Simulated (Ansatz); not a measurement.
Band gaps on a Γ-centred 6×6×6 mesh, computed with HSE06 in Ansatz (plane waves, PAW datasets (generated hard set); cutoff 700 eV), no spin polarisation, no spin–orbit coupling; exchange singularity: regularized.

**Question.** Rank by gap, smallest first.
A. InP (zinc blende, a = 5.960 Å)
B. GaP (zinc blende, a = 5.510 Å)
C. CuI (zinc blende, a = 6.090 Å)
D. CsCl (CsCl, a = 4.200 Å)
E. PbSe (rock salt, a = 6.210 Å)
F. CeO2 (fluorite, a = 5.460 Å)

**Answer.** E (0.85 eV), A (1.19 eV), B (2.35 eV), C (2.60 eV), F (3.70 eV), D (6.32 eV).

A gap read on the mesh is an upper bound of this method's gap, since the mesh can miss a band edge. Spin–orbit coupling is left out; with heavy elements it can shift the gap and split levels by tenths of an eV. Potentials made with PBE were used with another functional.
